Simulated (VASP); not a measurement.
Set up this calculation in VASP 6.6.1, as the native input.

```
Task                   : single point
Functional             : PBE
Potentials or basis    : VASP PAW PBE potentials, release 64 (Fe)
Cutoff                 : 520 eV
k mesh                 : 15 × 15 × 7
Occupations            : fermi-dirac, width 0.1 eV
Spin                   : no spin polarisation
Dipole correction      : no
Further INCAR settings : ALGO = Fast; EDIFF = 1e-06; NBANDS = 15
```

The structure of Fe lies in POSCAR:

```
Fe
1.0
    1.2459030000      2.1579630000      0.0000000000
   -1.2459030000      2.1579630000      0.0000000000
    0.0000000000      0.0000000000      4.6255680000
Fe
2
Direct
    0.3333300000      0.3333400000      0.2500000000
    0.6666600000      0.6666700000      0.7500000000
```

The cell was built by a generator and needn't be a form met in nature.

One way to write it, as run:

INCAR

```
SYSTEM = Fe
ALGO = Fast
EDIFF = 1E-6
ENCUT = 520
GGA = PE
ISIF = 2
ISMEAR = -1
LASPH = .True.
LCHARG = .True.
LELF = .True.
LREAL = .False.
LVHAR = .True.
LWAVE = .False.
NBANDS = 15
NELM = 60
PREC = Accurate
SIGMA = 0.1
```

KPOINTS

```
k-points
0
Gamma
  15 15 7
  0 0 0
```

Potentials or basis: VASP PAW PBE potentials, release 64 (Fe).

Command:

```sh
$ cat potpaw_PBE.64/Fe/POTCAR > POTCAR
$ mpirun -np 1 vasp_std > vasp.out
```

It gave:

```yaml
Pressure: -30.8 GPa
Band_gap_on_the_k_mesh: none (metal or under the smearing width)
```

Caveat: a pressure of tens of GPa on the cell as given is suspect, and the run, the potentials or the cell itself is likely at fault; the run has no spin polarisation, though such a crystal can be magnetic.

Wall time 87 s on 1 thread of AMD EPYC 7R13 Processor (Zen 3), on a shared host, peak memory 0.17 GiB.
